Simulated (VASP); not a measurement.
## Os: relaxation of shape and atoms at fixed volume with PBE

The system is Os.

```xyz
2
Lattice="2.7485 0.0000 0.0000 -1.3743 2.3803 0.0000 0.0000 0.0000 4.3385" Properties=species:S:1:pos:R:3 pbc="T T T"
Os    0.0000    1.5869    1.0846
Os    1.3743    0.7934    3.2539
```

* Program: VASP 6.6.1
* Task: relaxation of shape and atoms at fixed volume
* Functional: PBE
* Potentials or basis: VASP PAW PBE potentials, release 64 (Os)
* Cutoff: 300 eV
* k mesh: 8 × 8 × 5
* Occupations: methfessel-paxton, width 0.1 eV
* Spin: no spin polarisation
* Further INCAR settings: ALGO = Normal; EDIFF = 1e-07; IBRION = 2; EDIFFG = -0.01; NSW = 40; ISIF = 4

- Pressure after relaxing: 0.0 GPa
- Band gap on the k mesh: none (metal or under the smearing width)

Final structure:
```
CELL_PARAMETERS angstrom
2.74854 0.00000 0.00000
-1.37427 2.38031 0.00000
0.00000 0.00000 4.33847
ATOMIC_POSITIONS crystal
Os 0.33333 0.66667 0.25000
Os 0.66667 0.33333 0.75000
```

Levels at points of the mesh, in eV from the Fermi level:
```csv
k point,band 5,band 6,band 7,band 8,band 9,band 10,band 11,band 12
"(0.00, 0.00, 0.00)",-2.46,-1.89,-1.89,-1.27,-1.27,0.31,1.92,1.92
"(0.50, 0.00, 0.00)",-2.60,-2.25,-1.57,2.25,2.80,2.92,4.59,5.88
```

Run time: 6.2 s on 1 thread of Intel(R) Xeon(R) Platinum 8488C (Sapphire Rapids), with other jobs on the host, peak memory 0.12 GiB.

Caveat: the relaxation stopped at its first step, so nothing moved. The run has no spin-orbit coupling, so splittings on Os are missing.
